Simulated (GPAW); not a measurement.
Runs of GPAW 26.7.0 on Ag. It takes space group Fm-3m (No. 225, cubic). The conventional cell has a = 4.085 Å, b = 4.085 Å, c = 4.085 Å, α = 90.00°, β = 90.00°, γ = 90.00°. Ag (site symmetry m-3m) has 12 Ag at 2.89 Å as nearest neighbours. 

```csv
task,level,potentials or basis,spin,k mesh,cutoff (eV),smearing,maxiter,older calculator (legacy_gpaw),band path,band points,spin axis theta (degrees),other keys,gap on the mesh (eV),V0 of scaled cells (Å³/atom),B0 (GPa)
equation of state,C09-vdW,"GPAW PAW data sets (gpaw-data 1.2.1), pw",off,11 × 11 × 11,600,fermi-dirac 0.05 eV,150,-,-,-,-,-,-,17.12,111
single point,LDA,"the program's PAW data sets (release 1.2.1) made for this functional, pw",off,9 × 9 × 9,500,fermi-dirac 0.01 eV,150,-,-,-,-,-,none,-,-
equation of state,SOGGA,"PAW data sets generated in the run's folder for this functional, pw",off,11 × 11 × 11,600,fermi-dirac 0.05 eV,150,-,-,-,-,-,-,16.58,(a)
optical spectrum,LDA,"the program's PAW data sets (release 1.2.1) made for this functional, pw",off,9 × 9 × 9,500,fermi-dirac 0.05 eV,100,-,-,-,-,"several, not listed",none,-,-
```

Alike in all rows: cell as given.

Estimate the missing entries.

(a) 121.

Caveats: the PAW data sets were made with another functional, which shifts forces and pressure a little (some runs); the cutoff is short for stress and forces, so pressures can be off by a GPa or more (some runs); the intraband term hangs on this k mesh (some runs); the long-wavelength limit can be off by several per cent where d states take part (some runs); these spectra lack excitons (some runs).

A k mesh can miss the band edges, and the runs leave out spin-orbit coupling on Ag.

A gap of «none» marks a metal or a gap under the smearing width.

Runs at the PBE level aren't shown here.
